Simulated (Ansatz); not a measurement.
## Trial inputs on Hg

The reference input for Ansatz (plane-wave DFT with PAW):

```yaml
crystal:
  lattice:
    - [0.0, 2.3919113801, 2.3919113801]
    - [2.3919113801, 0.0, 2.3919113801]
    - [2.3919113801, 2.3919113801, 0.0]
  atoms:
    - { symbol: Hg, position: [0.0, 0.0, 0.0] }
basis:
  ecutwfc: 420
kpoints:
  mp_grid: { grid: [8, 8, 8] }
hamiltonian:
  xc: pbe
scf:
  occupations: { method: gaussian, width: 0.1 }
output:
  forces: true
  stress: true
  eigenvalues: true
```

Command:

```bash
ansatz run input.yaml --threads 1 --pin off --max-ram 1331MiB --backend cpu --events-out ev --progress --plain --runs-dir out
```

The run converges in 6 SCF iterations on 29 irreducible k-points: pressure 1.78 GPa, no gap.

The inputs are trials, many of them unsound on purpose. Their numbers show the effect of the settings and aren't properties of the material. Each trial's input is given as a difference from the reference's; energies are extrapolated to zero smearing where there is one, and pressure is positive in compression. Charged cells sit in a uniform background, and their pressures hang on that convention.

Problem. Trial 1:

```diff
 basis:
+  ecutrho_ratio: 2
 kpoints:
-  mp_grid: { grid: [8, 8, 8] }
+  mp_grid: { grid: [4, 4] }
 scf:
-  occupations: { method: gaussian, width: 0.1 }
+  occupations: { method: cold, width: "0.02 Ry" }
+  max_iter: 80
+  convergence: { dr2_threshold: "1e-6 eV" }
+relax:
+  adjacent_minimum: "off"
+  f_tol: 0.01
+  max_steps: 5
```

How does this run end?

Solution. The program refuses the input:

```text
Error: YAML parse error: error: line 12 column 14: invalid length 2, expected an array of length 3
```

Next try, with these keys changed back:

```diff
 kpoints:
-  mp_grid: { grid: [4, 4] }
+  mp_grid: { grid: [8, 8, 8] }
```

The relaxation ends after 1 step and 6 SCF iterations, 0.00 meV per atom in free energy under its start, at 27.37 Å³/atom: energy 0.42 meV per atom below the reference, pressure 1.50 GPa, no gap. It warns that the density cutoff lies under the recommended one; that the SCF threshold is loose for the forces; that the SCF threshold is loose for the stress.

Problem. Trial 2 (volume scaled):

```diff
 crystal:
   lattice:
-    - [0.0, 2.3919113801, 2.3919113801]
-    - [2.3919113801, 0.0, 2.3919113801]
-    - [2.3919113801, 2.3919113801, 0.0]
+    - [0.0, 2.4691225556, 2.4691225556]
+    - [2.4691225556, 0.0, 2.4691225556]
+    - [2.4691225556, 2.4691225556, 0.0]
   atoms:
-    - { symbol: Hg, position: [0.0, 0.0, 0.0] }
+    - { symbol: Hg, position: [0.0, 0.0, 0.0], spin: -4.0 }
+total_charge: -1
 kpoints:
-  mp_grid: { grid: [8, 8, 8] }
+  mp_grid: { grid: [2, 2, 2] }
 hamiltonian:
-  xc: pbe
+  xc: pw92
+  dispersion: d3bjatm
 scf:
+  lower_state_search: "off"
 output:
+  populations: true
+magnetization:
+  spin_polarized: true
+relax:
+  adjacent_minimum: "off"
+  f_tol: 0.06
+  max_steps: 5
```

What does the program give?

Solution. The relaxation ends after 1 step and 13 SCF iterations, 0.00 meV per atom in free energy under its start, at 30.11 Å³/atom: pressure 9.00 GPa (with the neutralising background of the charged cell), no gap, cell moment 0.00 μB. It warns that the dispersion damping is borrowed from another functional; that the count of filled bands differs between k-points; that the starting moments were lost; that the SCF threshold is loose for the stress.

Problem. Trial 3:

```diff
 basis:
-  ecutwfc: 420
+  ecutwfc: "12 Ha"
```

What happens?

Solution. The run converges in 6 SCF iterations on 29 irreducible k-points: energy 21.4 meV per atom above the reference, pressure 1.80 GPa, no gap. It warns that the cutoff lies under the recommended one, 420 eV for these potentials.

Problem. Trial 4:

```diff
 basis:
-  ecutwfc: 420
+  ecutwfc: "21 Ry"
 kpoints:
-  mp_grid: { grid: [8, 8, 8] }
+  mp_grid: { grid: [4, 7, 7] }
```

What does the program give?

Solution. The run converges in 6 SCF iterations on 60 irreducible k-points: energy 251 meV per atom above the reference, pressure 1.77 GPa, no gap. It warns that the cutoff lies under the recommended one, 420 eV for these potentials; that the mesh lowers the symmetry.

Problem. Trial 5:

```diff
 kpoints:
-  mp_grid: { grid: [8, 8, 8] }
+  mp_grid: { grid: [2, 6, 7] }
 hamiltonian:
-  xc: pbe
+  xc: lda
 scf:
-  occupations: { method: gaussian, width: 0.1 }
+  occupations: { method: fermi_dirac, width: 0.021 }
+  mixing: { ndim: 3 }
+  initial_density: { chi_scale: 0, normalization: atom }
+  algorithm: density_mixing
+  max_iter: 80
 output:
+  populations: true
```

What happens?

Solution. The run converges in 6 SCF iterations on 44 irreducible k-points: pressure -4.30 GPa, no gap. It warns that the mesh lowers the symmetry.

Problem. Trial 6:

```diff
 hamiltonian:
-  xc: pbe
+  xc: pbesol
 scf:
-  occupations: { method: gaussian, width: 0.1 }
+  occupations: { method: fermi_dirac, width: "300 K" }
 output:
-  forces: true
+  forces: false
```

What does the program give?

Solution. The run converges in 6 SCF iterations on 29 irreducible k-points: pressure -1.87 GPa, no gap.

Problem. Trial 7:

```diff
+total_charge: -40
 basis:
+  ecutrho_ratio: 2
 kpoints:
-  mp_grid: { grid: [8, 8, 8] }
+  mp_grid: { grid: [4, 4, 4] }
 scf:
+  max_iter: 92
+md:
+  timestep: -1.0
+  n_steps: 6
+  ensemble: nvt_nose_hoover
+  temperature: 300
+  initial_velocities: maxwell_boltzmann
+  seed: 5
```

How does this run end?

Solution. The program refuses the input:

```text
Error: invalid value for `md.timestep`: must be finite and > 0; got -1 fs
```

Next try, with these keys changed back:

```diff
-md:
-  timestep: -1.0
-  n_steps: 6
-  ensemble: nvt_nose_hoover
-  temperature: 300
-  initial_velocities: maxwell_boltzmann
-  seed: 5
```

The run converges in 10 SCF iterations on 8 irreducible k-points: pressure 3310 GPa (with the neutralising background of the charged cell), no gap. It warns that the density cutoff lies under the recommended one.

Problem. Trial 8 (the one atom moved, which only shifts the crystal as a whole):

```diff
 crystal:
   atoms:
-    - { symbol: Hg, position: [0.0, 0.0, 0.0] }
+    - { symbol: Hg, position: [0.557, 0.823, 0.957], spin: 3.0 }
+total_charge: 0.5
 basis:
-  ecutwfc: 420
+  ecutwfc: 290
 kpoints:
-  mp_grid: { grid: [8, 8, 8] }
+  mp_grid: { grid: [6, 6, 6] }
 scf:
-  occupations: { method: gaussian, width: 0.1 }
+  occupations: { method: cold, width: "0.005 Ry" }
+  lower_state_search: "off"
 output:
+  populations: true
+magnetization:
+  spin_polarized: true
```

How does this run end?

Solution. The run converges in 15 SCF iterations on 16 irreducible k-points: pressure -5.19 GPa (with the neutralising background of the charged cell), no gap, cell moment 0.00 μB. It warns that the cutoff lies under the recommended one, 420 eV for these potentials; that the starting moments were lost; that the state wasn't tested for a lower one.

Problem. Trial 9 (volume scaled):

```diff
 crystal:
   lattice:
-    - [0.0, 2.3919113801, 2.3919113801]
-    - [2.3919113801, 0.0, 2.3919113801]
-    - [2.3919113801, 2.3919113801, 0.0]
+    - [0.0, 2.4540665559, 2.4540665559]
+    - [2.4540665559, 0.0, 2.4540665559]
+    - [2.4540665559, 2.4540665559, 0.0]
+total_charge: -0.1
 basis:
+  xc_grid: 3
 kpoints:
-  mp_grid: { grid: [8, 8, 8] }
+  mp_grid: { grid: [1, 1, 1] }
+  band_path: { path: [VBM, CBM], npoints: 5 }
 hamiltonian:
-  xc: pbe
+  xc: revpbe
 scf:
-  occupations: { method: gaussian, width: 0.1 }
+  occupations: { method: fermi_dirac, width: "300 K" }
+  max_iter: 30
+  convergence: { dr2_threshold: "1e-7 eV" }
```

How does this run end?

Solution. It warns that the SCF threshold is loose for the stress. The run stops unconverged after 30 SCF iterations:

```text
Error: did not converge after 30 iterations: dr2 = 5.63e-4 (threshold 1.00e-7), under the density mixer `msr1`, which `scf.mixing.algorithm: auto` chose by the deck's other keys (type `scf.mixing.algorithm: msr1` to keep it); raise `scf.max_iter`, which need not help a stalled SCF …
```

Next try, with these keys changed back:

```diff
 crystal:
   lattice:
-    - [0.0, 2.4540665559, 2.4540665559]
-    - [2.4540665559, 0.0, 2.4540665559]
-    - [2.4540665559, 2.4540665559, 0.0]
+    - [0.0, 2.3919113801, 2.3919113801]
+    - [2.3919113801, 0.0, 2.3919113801]
+    - [2.3919113801, 2.3919113801, 0.0]
```

The run converges in 6 SCF iterations on 1 irreducible k-point: pressure -56.74 GPa (with the neutralising background of the charged cell), no gap. It warns that the SCF threshold is loose for the stress.

Problem. Trial 10 (the one atom moved, which only shifts the crystal as a whole):

```diff
 crystal:
   atoms:
-    - { symbol: Hg, position: [0.0, 0.0, 0.0] }
+    - { symbol: Hg, position: [0.344, 0.334, 0.471] }
+total_charge: -0.5
 basis:
-  ecutwfc: 420
+  ecutwfc: "29 Ry"
 kpoints:
-  mp_grid: { grid: [8, 8, 8] }
+  mp_grid: { grid: [6, 6, 6], shift: [0.5, 0.5, 0.5] }
 scf:
-  occupations: { method: gaussian, width: 0.1 }
+  occupations: { method: cold, width: "0.01 Ry" }
+  n_extra_bands: 5
+  mixing: { beta: 0.097, preconditioner: kerker }
+  initial_density: { chi_scale: 0, normalization: atom }
+  max_iter: 95
 output:
-  stress: true
+  stress: false
```

How does this run end?

Solution. The run converges in 9 SCF iterations on 28 irreducible k-points: no gap. It warns that the cutoff lies under the recommended one, 420 eV for these potentials; that the mesh lowers the symmetry.